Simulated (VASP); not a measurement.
Crystal: BaO.

```
Ba O
1.0
     0.00000    2.79039    2.79039
     2.79039    0.00000    2.79039
     2.79039    2.79039    0.00000
Ba O
1 1
Direct
  0.00000 0.00000 0.00000
  0.50000 0.50000 0.50000
```

The cell is a database's computed one.

| Quantity | Value |
| --- | --- |
| Program | VASP 6.6.1 |
| Task | relaxation of cell and atoms |
| Functional | PBEsol |
| Potentials or basis | VASP PAW PBE potentials, release 64 (Ba_sv, O) |
| Cutoff | 600 eV |
| k mesh | 8 × 8 × 8 |
| Occupations | gaussian, width 0.02 eV |
| Spin | no spin polarisation |

At the start: pressure -1.9 GPa; volume 21.73 Å³/atom.

Where does the relaxation end?

Over 3 steps the energy falls by 3.5 meV/atom and the volume is 21.16 Å³/atom (-2.6 %); space group Fm-3m (No. 225, to 0.05 Å).

Step by step:
```tsv
step	energy change (eV)	largest force (eV/Å)	pressure (GPa)	volume (Å³)
1	0.0000	0.0000	-1.91	43.45
2	-0.0057	0.0000	0.88	41.85
3	-0.0069	0.0000	0.00	42.32
```

Final structure:
```
Ba O
1.0
     0.00000    2.76583    2.76583
     2.76583    0.00000    2.76583
     2.76583    2.76583    0.00000
Ba O
1 1
Cartesian
  0.0000 0.0000 0.0000
  2.7658 2.7658 2.7658
```

Caveat: the PAW data sets were made with another functional, which shifts forces and pressure a little.
